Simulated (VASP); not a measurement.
Write the native input for VASP 6.6.1 that does the following.

```yaml
Task: single point
Functional: PBE
Potentials_or_basis: VASP PAW PBE potentials, release 64 (Ag, Cl)
Cutoff: 520 eV
k_mesh: 8 × 8 × 8
Occupations: gaussian, width 0.05 eV
Spin: no spin polarisation
Dipole_correction: no
Further_INCAR_settings: ALGO = Normal; EDIFF = 1e-07; NBANDS = 16
```

The structure of AgCl lies in POSCAR:

```
AgCl
1.0
    0.0000000000      2.7731500000      2.7731500000
    2.7731500000      0.0000000000      2.7731500000
    2.7731500000      2.7731500000      0.0000000000
Ag Cl
1 1
Direct
    0.5000000000      0.5000000000      0.5000000000
    0.0000000000      0.0000000000      0.0000000000
```

One way to write it, as run:

INCAR

```
  PREC = Accurate
  ENCUT = 520
  EDIFF = 1E-7
  ISMEAR = 0
  SIGMA = 0.05
  LREAL = F
  LASPH = T
  NELM = 100
  ALGO = Normal
  ISIF = 2
  LWAVE = F
  LCHARG = F
  GGA = PE
  NBANDS = 16
```

KPOINTS

```
regular mesh
0
Gamma
  8 8 8
```

Potentials or basis: VASP PAW PBE potentials, release 64 (Ag, Cl).

Launch:

```sh
$ cat potpaw_PBE.64/Ag/POTCAR potpaw_PBE.64/Cl/POTCAR > POTCAR
$ mpirun -np 1 vasp_std > vasp.out
```

It gave:

The pressure is 1.5 GPa and the band gap on the k mesh is 0.91 eV, indirect (least direct gap 3.18 eV).

It took 22 s on 1 thread of Intel(R) Xeon(R) Platinum 8259CL CPU @ 2.50GHz (Skylake/Cascade Lake), with other jobs on the host, peak memory 0.17 GiB.
